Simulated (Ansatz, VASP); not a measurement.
One calculation of HCl, two programs

The input POSCAR:

```
HCl
1.0
   -1.1496779580      2.2993559161      2.2993559161
    2.2993559161     -1.1496779580      2.2993559161
    2.2993559161      2.2993559161     -1.1496779580
H Cl
1 1
Direct
    0.0000000000      0.0000000000      0.0000000000
    0.5000000000      0.5000000000      0.5000000000
```

INCAR.step1

```
SYSTEM = HCl
  ALGO = Normal
  EDIFF = 1E-4
  ENCUT = 520
  GGA = PE
  ISMEAR = 0
  LASPH = .True.
  LCHARG = .False.
  LREAL = .False.
  LWAVE = .True.
  NBANDS = 11
  NELM = 100
  PREC = Accurate
  SIGMA = 0.15
```

File INCAR.step2:

```
SYSTEM = HCl
  ALGO = Normal
  EDIFF = 1E-7
  ENCUT = 520
  ISIF = 2
  ISMEAR = 0
  ISTART = 1
  LASPH = .True.
  LCHARG = .False.
  LMIXTAU = .True.
  LREAL = .False.
  LWAVE = .False.
  METAGGA = R2SCAN
  NBANDS = 11
  NELM = 100
  PREC = Accurate
  SIGMA = 0.15
```

File KPOINTS:

```
k-points
0
Gamma
  16 16 16
  0 0 0
```

Input for Ansatz:

```yaml
crystal:
  lattice:
    - [-1.149677958, 2.2993559161, 2.2993559161]
    - [2.2993559161, -1.149677958, 2.2993559161]
    - [2.2993559161, 2.2993559161, -1.149677958]
  atoms:
    - { symbol: H, position: [0.0, 0.0, 0.0] }
    - { symbol: Cl, position: [0.5, 0.5, 0.5] }
basis:
  ecutwfc: 500
kpoints:
  mp_grid: { grid: [16, 16, 16] }
hamiltonian:
  xc: r2scan
scf:
  occupations: { method: gaussian, width: 0.15 }
output:
  forces: true
  stress: true
  eigenvalues: true
```

Alike in both runs: task single point; functional r2SCAN; k mesh 16 × 16 × 16; occupations gaussian, width 0.15 eV; no spin polarisation.

|  | VASP | Ansatz |
| --- | --- | --- |
| version | VASP 6.6.1 | Ansatz 0.2.0 |
| potentials or method | VASP PAW PBE potentials, release 64 (H, Cl) | scalar-relativistic, plane waves, PAW |
| plane-wave cutoff (eV) | 520 | 500 |
| valence electrons in the cell | 8 | 8 |

|  | VASP | Ansatz | Ansatz less VASP |
| --- | --- | --- | --- |
| gap on the k mesh at the Fermi level (eV) | none | none | - |
| pressure (GPa) | -7.2 | -7.1 | +0.09 |

A gap of «none» marks a metal or a gap that the smearing closes. The functional is the same, so the differences come from potentials, cutoffs and numerics.

Caveats: the PAW data sets were made with another functional, which shifts forces and pressure a little (VASP).
